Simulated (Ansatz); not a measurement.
Bands of TiAl

```
Ti Al
1.0
     2.83730    0.00000    0.00000
     0.00000    2.83730    0.00000
     0.00000    0.00000    4.05910
Ti Al
1 1
Direct
  0.00000 0.00000 0.00000
  0.50000 0.50000 0.50000
```

Atom numbers follow the list: Ti1, Al2.

The cell is COD entry 1532769, as deposited and not checked against the literature; nothing was relaxed.

Spin polarisation is left out, and whether a magnetic state lies lower isn't shown here.

Computed with DFT, PBE, all-electron LAPW, scalar-relativistic in Ansatz 0.2.0.

The runs use a Γ-centred 12×12×8 k mesh, Fermi–Dirac smearing of 0.05 eV, basis error target 1 meV/atom, no spin polarisation.

Points in fractions of the reciprocal vectors of this cell: Γ (0, 0, 0), X (0, 0.5, 0), M (0.5, 0.5, 0), Z (0, 0, 0.5), R (0, 0.5, 0.5), A (0.5, 0.5, 0.5). The path joins them by straight lines in the order Γ–X–M–Γ–Z–R–A–Z–X; legs that retrace an earlier one aren't tabulated. Energies are in eV from the Fermi level.

Task: List the levels at A between -5 and 1.5 eV.

Result: -2.49, -2.26 (×2).

Task: List the levels at Z between -5 and 1.5 eV.

Result: -0.66, 0.68.

Task: List the levels at M between -5 and 1.5 eV.

Result: -3.18, -0.49 (×2), -0.40, -0.19 (×2).

Task: What is the band gap?

Result: none: with an odd electron count and no spin polarisation the bands can't all be full, a metal in this set-up (spin order or a larger cell could open a gap).
